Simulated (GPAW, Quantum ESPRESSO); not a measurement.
The S K edge of atom 1 in BeS (F-43m), with 4 Be at 2.10 Å (tetrahedral, site symmetry -43m), was computed in 2 ways: full core hole (charged cell) and no core hole. Program and functional: Quantum ESPRESSO XSpectra, LDA, Lorentzian half width 0.3 eV up to 4 eV, rising linearly to 2.5 eV at 25 eV; cells of 2 and 12 atoms (the run without a hole in the smaller).

Each run is counted from its own lowest empty level or Fermi level and scaled to a mean of 1 over its first 20 eV. (XSpectra's own axis starts at xe0, in the gap; it has been shifted.)

```
E (eV)  run 1  run 2
  -2.0   0.03   0.03
  -1.4   0.04   0.03
  -0.8   0.05   0.04
  -0.2   0.08   0.05
   0.4   0.13   0.09
   1.0   0.27   0.16
   1.6   0.52   0.27
   2.2   1.00   0.51
   2.8   1.59   0.75
   3.4   1.83   1.07
   4.0   1.82   1.24
   4.6   1.63   1.23
   5.2   1.52   1.35
   5.8   1.45   1.62
   6.4   1.32   1.34
   7.0   1.25   1.25
   7.6   1.18   1.42
   8.2   1.09   1.37
   8.8   1.06   1.23
   9.4   1.04   1.18
  10.0   1.01   1.15
  10.6   0.98   1.13
  11.2   0.95   1.09
  11.8   0.93   1.06
  12.4   0.93   1.06
  13.0   0.96   1.09
  13.6   0.98   1.10
  14.2   0.95   1.09
  14.8   0.90   1.06
  15.4   0.85   1.01
  16.0   0.81   0.98
  16.6   0.78   0.94
  17.2   0.75   0.91
  17.8   0.73   0.89
  18.4   0.70   0.86
  19.0   0.68   0.84
  19.6   0.66   0.81
  20.2   0.65   0.78
  20.8   0.64   0.75
  21.4   0.64   0.72
  22.0   0.64   0.70
  22.6   0.65   0.69
  23.2   0.65   0.68
  23.8   0.66   0.68
  24.4   0.67   0.68
  25.0   0.67   0.68
  25.6   0.68   0.68
  26.2   0.68   0.69
  26.8   0.68   0.68
  27.4   0.68   0.68
  28.0   0.68   0.67
  28.6   0.69   0.67
  29.2   0.71   0.68
  29.8   0.73   0.69
  30.4   0.76   0.71
  31.0   0.77   0.73
  31.6   0.78   0.74
```

The database entry behind the starting cell differs from later determinations by our own check (0.1 to 0.3 % short, probably kX units), so it need not match the best structure at ambient conditions.

**Question.** Which run is which?

Run 1: full core hole (charged cell) (area from −2 to 6 eV 7.0, main maxima 3.7 eV (1.86) and 13.5 eV (0.98)). Run 2: no core hole (area from −2 to 6 eV 4.9, main maxima 4.4 eV (1.26), 5.9 eV (1.62), 7.7 eV (1.43) and 13.5 eV (1.10)). With each curve scaled to its own mean, the area from −2 to 6 eV with the hole is 7.0 against 4.9, and the centre of weight from −1 to 20 eV moves by -1.1 eV: the hole pulls the absorber's empty states down.

[Banner, clock and machine lines of the logs are left out without a mark of their own.]

[Logs are printed without paths, hosts, clocks, repeated set-up lines and the standing remarks that a program may print on its own settings, such as how far it seeks lower states.]

[Hosts, paths, dates, database ids (printed as entryN), source tags and the programs' standing remarks are cut or masked in the printed files.]

[Lists of maxima count a maximum above −3 eV only where it reaches 4 % of the highest in the window and stands out from its surroundings by 2 % of it (1.5 % where it reaches 55 %); shoulders and weaker maxima are passed over, and of the rest the first, up to two pre-edge ones and the few strongest are named.]
